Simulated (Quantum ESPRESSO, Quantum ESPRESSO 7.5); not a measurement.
# Valence-band splitting at K and the K–Γ offset of monolayer MoTe₂: a blind prediction with PBE and spin-orbit coupling

## Background

Angle-resolved photoemission (ARPES) measures the energy and emission angle of photoelectrons and so maps the occupied bands of a crystal surface or a single sheet. Two energy differences in the valence band of monolayer MoTe₂ are considered. The first is the splitting of the two highest levels at K, obtained from Gaussian fits to energy distribution curves, that is, to the photoemission intensity against energy at fixed momentum. The second is the energy of the highest level at K less that of the highest level at Γ, measured with He I light of 21.2 eV. Both are differences within one spectrum, so the position of the Fermi level drops out. Substrate and temperature are left out of account at this stage. The prediction is blind: the measured values are consulted, and their source named, only after an estimate has been committed.

## Strategy

The aim is to predict both differences for a free-standing sheet. The model is one Te–Mo–Te layer cut from the bulk crystal, with the measured in-plane constant of 3.518 Å and the atoms relaxed.

Success is set at 20 % for each quantity. For the splitting, which comes from spin-orbit coupling in states of mainly Mo d character, a semilocal functional should do at least this well. The K–Γ offset is a harder test, because it compares orbitals of different character: in-plane Mo d states at K, and out-of-plane Mo d states mixed with Te p at Γ. It therefore responds to the lattice constant and the layer thickness, and Kohn–Sham levels omit the self-energy differences between such states. A tighter limit would ask more of PBE than its treatment of quasiparticle energies warrants.

The work starts directly with fully relativistic PBE. A calculation without spin-orbit coupling would be cheaper, but it leaves the pair at K degenerate and misplaces its upper member relative to Γ. Cutoff and k-point mesh are then tightened, and the PBE lattice is set beside the measured one to show how far strain matters. Thermal and zero-point changes of the bands are not included; they are expected to be small against the chosen limits.

System: MoTe2, monolayer; 1 sheet cut from the bulk crystal (space group P6_3/mmc, measured cell, a = 3.518 A).

On the selection of runs and values: Besides any runs that a report passes over, these were set aside when the results were gathered: 1 planned but not run to their end in the time given.

## 1. Relativistic PBE at the measured lattice

The measured in-plane constant keeps the usual PBE overestimate of the lattice out of the K–Γ offset, while relaxing the atoms lets the Te layers find their height. The upper level at K is expected to lie above that at Γ, with a splitting at K of roughly 0.2 eV.

**Run 1.** Quantum ESPRESSO 7.5: PBE with spin-orbit coupling, 1 sheet, 16 A vacuum, measured lattice, relaxed; relaxation step without spin-orbit coupling on gbrv-pbe-1.5 at 544 eV, mesh 12x12x1: atoms moved by up to 0.03 A; files dojo-fr-pbe-0.4-standard (mesh 12x12x1, cutoff 1088.5 eV, 3 atoms).

Key lines of the input:
```
&control
  calculation = 'scf'
/
&system
  ibrav = 0
  nat = 3
  ntyp = 2
  ecutwfc = 80.0
  ecutrho = 320.0
  occupations = 'smearing'
  nbnd = 52
  smearing = 'fd'
  degauss = 0.00147
  noncolin = .true.
  lspinorb = .true.
/
&electrons
  conv_thr = 3e-09
  mixing_beta = 0.3
  mixing_mode = 'local-TF'
/
ATOMIC_SPECIES
Te 127.6000 Te.upf
Mo 95.9500 Mo.upf
CELL_PARAMETERS angstrom
 3.518199740 0.000000000 0.000000000
 -1.759099870 3.046848930 0.000000000
 0.000000000 0.000000000 19.605185660
ATOMIC_POSITIONS crystal
Te 0.666666670 0.333333330 0.593361890
Mo 0.333333330 0.666666670 0.500000000
  ... 3 atoms in all
K_POINTS automatic
12 12 1 0 0 0
```

Command:
```
OMP_NUM_THREADS=1 mpirun -n 4 pw.x -nk 4 -in scf.in > scf.out
OMP_NUM_THREADS=1 pp.x -in pp.in > pp.out
OMP_NUM_THREADS=1 average.x < average.in > average.out
OMP_NUM_THREADS=1 mpirun -n 4 pw.x -nk 4 -in bands.in > bands.out
```

Selected lines of the output:
```
[levels up to the band that the electron count fills, then the next ones, eV from the valence-band maximum]
M -1.886 -1.886 -0.885 -0.885 -0.321 -0.321 | 1.347 1.347
GAMMA -1.121 -1.121 -0.803 -0.803 -0.633 -0.633 | 2.661 2.661
K -2.931 -2.907 -1.937 -1.908 -0.217 -0.001 | 1.036 1.072
[highest filled level along the path, between the marked points: -0.001 eV; the zero is the top on the SCF mesh]
```

Converged; 8.3 min on 4 cores of Arm Neoverse V2, shared host.

| quantity | run 1 |
| --- | --- |
| splitting (eV) | 0.216 |
| K - Gamma (eV) | 0.632 |
| lattice a (Å) | 3.518 |

The highest valence level lies at K, 0.632 eV above the highest level at Γ, and the pair at K is split by 0.216 eV. Both the order of the levels and the size of the splitting agree with what was expected. At Γ and M the levels remain doubly degenerate, as time reversal requires at these points; at K, in a sheet without an inversion centre, spin-orbit coupling can separate them.

## 2. Tighter cutoff and denser mesh

Two settings are tightened separately: the plane-wave cutoff in one calculation, the k-point mesh in the other. Each is raised in the preceding relaxation as well, so the test includes any change in the height of the Te layers. For a gapped sheet with three atoms in the cell, both differences should move by no more than a few meV.

**Run 2.** Quantum ESPRESSO 7.5: PBE with spin-orbit coupling, 1 sheet, 16 A vacuum, measured lattice, atoms relaxed first; relaxation step without spin-orbit coupling on gbrv-pbe-1.5 at 708 eV, mesh 12x12x1: atoms moved by up to 0.03 A; files dojo-fr-pbe-0.4-standard (mesh 12x12x1, cutoff 1415 eV, 3 atoms).

Key lines of the input, as changed from run 1:
```diff
  &system
-   ecutwfc = 80.0
-   ecutrho = 320.0
+   ecutwfc = 104.0
+   ecutrho = 416.0
- Te 0.666666670 0.333333330 0.593361890
+ Te 0.666666670 0.333333330 0.593362600
```

Selected lines of the output:
```
[levels up to the band that the electron count fills, then the next ones, eV from the valence-band maximum]
GAMMA -1.120 -1.120 -0.803 -0.803 -0.632 -0.632 | 2.661 2.661
K -2.931 -2.906 -1.937 -1.908 -0.216 -0.000 | 1.036 1.072
```

Converged; 9.1 min on 4 cores of Intel Xeon 6975P-C (Granite Rapids), shared host.

**Run 3.** Quantum ESPRESSO 7.5: PBE with spin-orbit coupling, 1 sheet, 16 A vacuum, another k-point mesh, atoms relaxed first; relaxation step without spin-orbit coupling on gbrv-pbe-1.5 at 544 eV, mesh 18x18x1: atoms moved by up to 0.03 A; files dojo-fr-pbe-0.4-standard (mesh 18x18x1, cutoff 1088.5 eV, 3 atoms).

Key lines of the input, as changed from run 1:
```diff
- Te 0.666666670 0.333333330 0.593361890
+ Te 0.666666670 0.333333330 0.593361810
- 12 12 1 0 0 0
+ 18 18 1 0 0 0
```

Selected lines of the output:
```
[levels up to the band that the electron count fills, then the next ones, eV from the valence-band maximum]
GAMMA -1.120 -1.120 -0.803 -0.803 -0.632 -0.632 | 2.661 2.661
K -2.931 -2.906 -1.937 -1.908 -0.216 -0.000 | 1.036 1.073
```

Converged; 9 min on the same hardware.

| quantity | run 2 | run 3 |
| --- | --- | --- |
| splitting (eV) | 0.216 | 0.216 |
| K - Gamma (eV) | 0.632 | 0.632 |
| lattice a (Å) | 3.518 | 3.518 |

Both differences stay at 0.216 and 0.632 eV when the cutoff is raised and when the mesh is made denser, so any change is no more than about 1 meV. At this level, neither setting matters for the comparison.

## 3. The same functional at its own lattice

The next choice to be examined is the in-plane constant. Relaxing the cell with PBE gives a slightly wider sheet, and the calculation is repeated there with the original cutoff and mesh. Stretching the monolayer brings the Te layers closer to the Mo plane and should raise the level at Γ relative to K, so a smaller K–Γ offset is expected. The splitting, largely an atomic property of Mo, should hardly change.

**Run 4.** Quantum ESPRESSO 7.5: PBE with spin-orbit coupling, 1 sheet, 16 A vacuum, PBE lattice, relaxed slab; relaxation step without spin-orbit coupling on gbrv-pbe-1.5 at 544 eV, mesh 12x12x1: volume +2.7 %, atoms moved by up to 0.01 A; files dojo-fr-pbe-0.4-standard (mesh 12x12x1, cutoff 1088.5 eV, 3 atoms).

Key lines of the input, as changed from run 1:
```diff
  CELL_PARAMETERS angstrom
-  3.518199740 0.000000000 0.000000000
-  -1.759099870 3.046848930 0.000000000
-  0.000000000 0.000000000 19.605185660
+  3.565401040 -0.000000000 0.000000000
+  -1.782700520 3.087727870 0.000000000
+  0.000000000 0.000000000 19.605188800
- Te 0.666666670 0.333333330 0.593361890
+ Te 0.666666670 0.333333330 0.592452460
```

Selected lines of the output:
```
[levels up to the band that the electron count fills, then the next ones, eV from the valence-band maximum]
GAMMA -1.170 -1.170 -0.866 -0.866 -0.512 -0.512 | 2.544 2.544
K -2.866 -2.803 -1.845 -1.817 -0.218 -0.000 | 0.928 0.962
```

Converged; 13 min on 4 cores of Arm Neoverse V1, shared host.

| quantity | run 4 |
| --- | --- |
| splitting (eV) | 0.218 |
| K - Gamma (eV) | 0.512 |
| lattice a (Å) | 3.565 |

Widening the in-plane constant from 3.518 to 3.565 Å lowers the K–Γ offset from 0.632 to 0.512 eV, while the splitting at K changes only from 0.216 to 0.218 eV. The Te layers move about 0.02 Å closer to the Mo plane, and the level at Γ rises relative to K, in the direction anticipated.

The offset thus loses 0.120 eV for a stretch of little more than one per cent, a change nearly as large as the chosen 20 % limit. The wider cell was relaxed at a moderate fixed cutoff and with other potentials than those used for the bands, so it need not be the converged PBE lattice. The comparison still shows how strongly the offset depends on strain. The measured constant remains the better basis for the prediction, although it belongs to the bulk crystal and a sheet on a substrate may be strained differently.

## 4. Coulomb coupling between periodic images removed

The prediction is meant for an isolated sheet, whereas the cell repeats it along the normal. Cutting the Coulomb interaction in that direction removes the electrostatic coupling between the images at the measured lattice. The monolayer is symmetric about its Mo plane and carries no net dipole, so both differences are expected to stay within a few meV.

**Run 5.** Quantum ESPRESSO 7.5: PBE with spin-orbit coupling, 1 sheet, 16 A vacuum, Coulomb interaction cut along the normal, atoms relaxed first; relaxation step without spin-orbit coupling on gbrv-pbe-1.5 at 544 eV, mesh 12x12x1: atoms moved by up to 0.03 A; files dojo-fr-pbe-0.4-standard (mesh 12x12x1, cutoff 1088.5 eV, 3 atoms).

Key lines of the input, as changed from run 1:
```diff
  &system
+   assume_isolated = '2D'
- Te 0.666666670 0.333333330 0.593361890
+ Te 0.666666670 0.333333330 0.593359500
```

Selected lines of the output:
```
[levels up to the band that the electron count fills, then the next ones, eV from the valence-band maximum]
GAMMA -1.120 -1.120 -0.802 -0.802 -0.631 -0.631 | 2.662 2.662
K -2.931 -2.906 -1.936 -1.907 -0.216 0.000 | 1.037 1.073
```

Converged; 12 min on 4 cores of Intel Xeon Platinum 8259CL at 2.50GHz (Skylake/Cascade Lake), shared host.

| quantity | run 5 |
| --- | --- |
| splitting (eV) | 0.216 |
| K - Gamma (eV) | 0.631 |
| lattice a (Å) | 3.518 |

With the Coulomb interaction cut along the normal, the splitting remains 0.216 eV and the K–Γ offset changes from 0.632 to 0.631 eV. Electrostatic coupling between the periodic images therefore has no bearing on either difference at the chosen limits. This check concerns the free-standing sheet only; screening by a substrate and hybridisation with it lie outside the model.

## Prediction

The estimates rest on relativistic PBE at the measured in-plane constant, without further correction.

**Splitting at K: 0.22 ± 0.03 eV.** The runs differ by only 0.002 eV, so the error bar is almost entirely an allowance for the functional, roughly a tenth or somewhat more for a spin-orbit splitting of d states. It is narrower than the 20 % target, about 0.04 eV.

**K − Γ: 0.63 ± 0.16 eV.** Cutoff, mesh and periodic images hardly matter here. The error bar combines the 0.12 eV change between the two lattices, taken as a measure of possible strain, with roughly 0.1 eV for self-energy differences between the in-plane states at K and the out-of-plane states at Γ. It is wider than the 20 % target, about 0.13 eV, so a miss on this quantity would not be surprising.

## Measured values

Source: "Direct Measurement of the Electronic Structure and band gap nature of atomic-layer-thick 2H-MoTe2" (2020, arXiv:2001.05894).

| compared with | measured | source's wording or label | method |
| --- | --- | --- | --- |
| splitting (eV) | 0.212 | 212 meV (valence band spin splitting at K) | ARPES, Gaussian fit of EDC |
| K - Gamma (eV) | 0.615 | valence band maximum at K minus valence band top at Gamma | ARPES (He I, 21.2 eV) |

Conditions are those given with the value in the passage it was taken from; "not stated" means there, and the paper may say more elsewhere. The values are a selection: others may have been left out beforehand as unlike or outlying.

## Results at a glance

| run | settings | splitting (eV) | deviation | K - Gamma (eV) | deviation | cost |
| --- | --- | --- | --- | --- | --- | --- |
| 1 | PBE with spin-orbit coupling, measured lattice, relaxed, mesh 12x12x1: atoms moved by up to 0.03 A | 0.216 | +0.004 | 0.632 | +0.017 | 33 core-min |
| 2 | PBE with spin-orbit coupling, measured lattice, atoms relaxed first, mesh 12x12x1: atoms moved by up to 0.03 A | 0.216 | +0.004 | 0.632 | +0.017 | 37 core-min |
| 3 | PBE with spin-orbit coupling, another k-point mesh, atoms relaxed first, mesh 18x18x1: atoms moved by up to 0.03 A | 0.216 | +0.004 | 0.632 | +0.017 | 36 core-min |
| 4 | PBE with spin-orbit coupling, PBE lattice, relaxed slab, mesh 12x12x1: volume +2.7 %, atoms moved by up to 0.01 A | 0.218 | +0.006 | 0.512 | −0.103 | 53 core-min |
| 5 | PBE with spin-orbit coupling, Coulomb interaction cut along the normal, atoms relaxed first, mesh 12x12x1: atoms moved by up to 0.03 A | 0.216 | +0.004 | 0.631 | +0.016 | 46 core-min |
|  | measured | 0.212 |  | 0.615 |  |  |

Further runs on the same system, made beside this series (convergence steps with loose settings among them):

| further | settings | splitting (eV) | deviation | K - Gamma (eV) | deviation | cost |
| --- | --- | --- | --- | --- | --- | --- |
| F1 | PBE without spin-orbit coupling, 16 A vacuum, measured lattice, relaxed, mesh 12x12x1: atoms moved by up to 0.03 A, files gbrv-pbe-1.5 (mesh 12x12x1, cutoff 544.2 eV, 3 atoms) | 0.000 | −0.212 | 0.591 | −0.024 | 16 core-min |
| F2 | PBE with spin-orbit coupling, 8 A vacuum, atoms relaxed first, mesh 12x12x1: atoms moved by up to 0.03 A, files dojo-fr-pbe-0.4-standard (mesh 12x12x1, cutoff 1088.5 eV, 3 atoms) | 0.216 | +0.004 | 0.639 | +0.024 | 17 core-min |
| F3 | PBE with spin-orbit coupling, 20 A vacuum, atoms relaxed first, mesh 12x12x1: atoms moved by up to 0.03 A, files dojo-fr-pbe-0.4-standard (mesh 12x12x1, cutoff 1088.5 eV, 3 atoms) | 0.216 | +0.004 | 0.632 | +0.017 | 28 core-min |
| F4 | PBE with spin-orbit coupling, 16 A vacuum, another k-point mesh, atoms relaxed first, mesh 6x6x1: atoms moved by up to 0.03 A, files dojo-fr-pbe-0.4-standard (mesh 6x6x1, cutoff 1088.5 eV, 3 atoms) | 0.216 | +0.004 | 0.634 | +0.019 | 25 core-min |
| F5 | PBE with spin-orbit coupling, 16 A vacuum, cutoff at 65 % of the usual, atoms relaxed first, mesh 12x12x1: atoms moved by up to 0.03 A | 0.216 | +0.004 | 0.630 | +0.015 | 35 core-min |
| F6 | PBE with spin-orbit coupling, 16 A vacuum, cutoff at 130 % of the usual, atoms relaxed first, mesh 12x12x1: atoms moved by up to 0.03 A | 0.216 | +0.004 | 0.632 | +0.017 | 51 core-min |
|  | measured | 0.212 |  | 0.615 |  |  |

## How well does the simulation do?

Both committed estimates meet the 20 % target. Relativistic PBE at the measured in-plane constant gives a splitting at K of 0.216 eV against 0.212 eV measured, and a K–Γ offset of 0.632 eV against 0.615 eV. The deviations are about 2 and 3 %, at a cost of 33 core-minutes.

The splitting is the more secure result: it hardly responds to the lattice, and photoemission observes it directly, without the electron–hole effects that enter optical splittings. It vanishes without spin-orbit coupling. The plan's other objection to omitting the coupling carried less weight: the scalar-relativistic calculation, which also used other potentials, still gives an offset of 0.591 eV.

For the offset, the choice of lattice mattered most. The wider relaxed cell, not necessarily the converged PBE one, gives 0.512 eV, still inside the target but 0.103 eV too low. The denser mesh and higher cutoff confirmed the result without changing it; even the coarser mesh and lower cutoff among the further runs move the offset by only about 2 meV, and a vacuum of only 8 Å moves it by 7 meV.

The remaining excess of 0.017 eV in the offset has no established cause. On the PBE trend between the two cells, a stretch of roughly 0.2 % would account for it, but the strain of the measured sheet is not known. Cooling to the 30–40 K at which the exfoliated monolayer was measured would, if the cell used is a room-temperature one, shrink the lattice and slightly widen the deviation. Missing self-energy differences and the substrate could act in either direction, so some cancellation in the offset cannot be excluded. Its close agreement does not show that PBE is generally accurate to a few hundredths of an electronvolt for such differences.

[Logs are printed without paths, hosts, clocks, repeated set-up lines and the standing remarks that a program may print on its own settings, such as how far it seeks lower states.]

[The runs shown are a pick from a larger set of finished runs; failed, doubtful and other runs were left out of it ahead of writing. So were measured values far from every level or from commonly accepted values, and agreement can look better than it is. Lines of input and output are excerpts and may be shortened.]
